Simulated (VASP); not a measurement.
A run of VASP 6.6.1 is set up as follows.

The input INCAR:

```
PREC = Accurate
ENCUT = 520
EDIFF = 1E-7
ISMEAR = 0
SIGMA = 0.1
LREAL = False
LASPH = True
NELM = 80
ALGO = Normal
ISIF = 2
LWAVE = False
LCHARG = True
GGA = PE
LELF = True
LVHAR = True
NBANDS = 8
```

The input KPOINTS:

```
regular mesh
0
Gamma
  16 16 16
```

File POSCAR:

```
Li
1.0
   -1.7158075576      1.7158075576      1.7158075576
    1.7158075576     -1.7158075576      1.7158075576
    1.7158075576      1.7158075576     -1.7158075576
Li
1
Direct
    0.0000000000      0.0000000000      0.0000000000
```

Potentials or basis: VASP PAW PBE potentials, release 64 (Li_sv).

Command:

```console
$ cat potpaw_PBE.64/Li_sv/POTCAR > POTCAR
$ mpirun -np 1 vasp_std > vasp.out
```

Predict the band gap on the k mesh.

none (metal or under the smearing width).
